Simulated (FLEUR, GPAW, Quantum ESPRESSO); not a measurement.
**Co: programs and potentials compared**

```
Co
1.0
     2.47200    0.00000    0.00000
    -1.23600    2.14081    0.00000
     0.00000    0.00000    4.02114
Co
2
Direct
  0.66667 0.33333 0.75000
  0.33333 0.66667 0.25000
```

Alike in all runs: task band structure; functional LDA; k mesh 12 × 12 × 7; occupations fermi-dirac, width 0.05 eV; collinear spin, ferromagnetic start; no spin-orbit coupling. LDA stands for any of its common fits. Pressure is positive in compression and, in plane waves, holds the error of the finite cutoff.

```csv
program and potentials,plane-wave cutoff (eV),notes,pressure (GPa),net moment per atom (μB)
"Quantum ESPRESSO, PseudoDojo 0.4.1 SR LDA standard",1306,17 valence electrons an atom on average,-15.07,1.53
"GPAW, the program's PAW data sets (release 1.2.1) made for this functional",600,9 valence electrons an atom on average,-14.29,1.54
"FLEUR, all-electron, FLAPW",-,-,-,1.55
```

The pressure spans -15.07 (Quantum ESPRESSO, PseudoDojo 0.4.1 SR LDA standard) to -14.29 GPa (GPAW, the program's PAW data sets (release 1.2.1) made for this functional). The net moment per atom spans 1.53 (Quantum ESPRESSO, PseudoDojo 0.4.1 SR LDA standard) to 1.55 μB (FLEUR, all-electron, FLAPW), with all-electron results at 1.55. The cell lies far from this level's equilibrium. The state is the one that the start led to, which needn't be the lowest.

The functional is the same throughout but for its coding, so the spread measures potentials, basis and numerics; runs on potential files found faulty are left out.

Both computed pressures are strongly negative, so LDA would contract this hcp cell, even though it is already slightly smaller than that of real cobalt. This is the familiar LDA overbinding of 3d metals: the functional makes the bonds too short and too stiff. The moment, by contrast, barely depends on the potentials, and both plane-wave runs come close to the all-electron 1.55 μB. Cobalt is a strong ferromagnet with a nearly full majority d band, so the moment is set largely by the count of minority d holes and responds weakly to small shifts of the bands. The values fall somewhat below the measured total moment, as expected when the orbital part is missing and the lattice is slightly compressed relative to experiment. The gap between the two pressures may reflect the 3s and 3p semicore electrons, explicit in the 17-electron potential but frozen in the 9-electron one, or remaining basis error. Without an all-electron pressure, the agreement in moment doesn't show which of the two describes the stress better.
